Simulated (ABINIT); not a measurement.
Crystal: ZnS.

```
CELL_PARAMETERS angstrom
0.00000 2.70200 2.70200
2.70200 0.00000 2.70200
2.70200 2.70200 0.00000
ATOMIC_POSITIONS crystal
Zn 0.75000 0.75000 0.75000
S 0.00000 0.00000 0.00000
```

Program: ABINIT 10.8.3 (patched build). Alike in all runs: no spin polarisation; cell as given; smearing fermi-dirac 0.05 eV.

Question: Order these runs on this cell by their band gap on the k mesh, lowest first.
A. level PBE; potentials or basis JTH PAW PBE v2.0; k mesh 7 × 7 × 7; cutoff (eV) 544; fine-grid cutoff 1088.46 eV
B. level TB-mBJ; potentials or basis JTH PAW LDA v2.0; k mesh 9 × 9 × 9; cutoff (eV) 707; fine-grid cutoff 1306.15 eV
C. level r2SCAN; potentials or basis JTH PAW PBE v2.0; k mesh 7 × 7 × 7; cutoff (eV) 653; fine-grid cutoff 1251.72 eV
D. level LDA; potentials or basis JTH PAW LDA v2.0; k mesh 5 × 5 × 5; cutoff (eV) 544; fine-grid cutoff 1088.46 eV

Answer: D (1.84 eV), A (2.10 eV), C (2.64 eV), B (3.60 eV).

Caveats: an odd mesh through Γ misses points on the zone boundary, where band edges often lie (some runs); the constant c of TB-mBJ comes from the pseudo density here, which moves gaps by up to 0.3 eV between sets of potentials (some runs).

Not every run made on this cell is shown here.
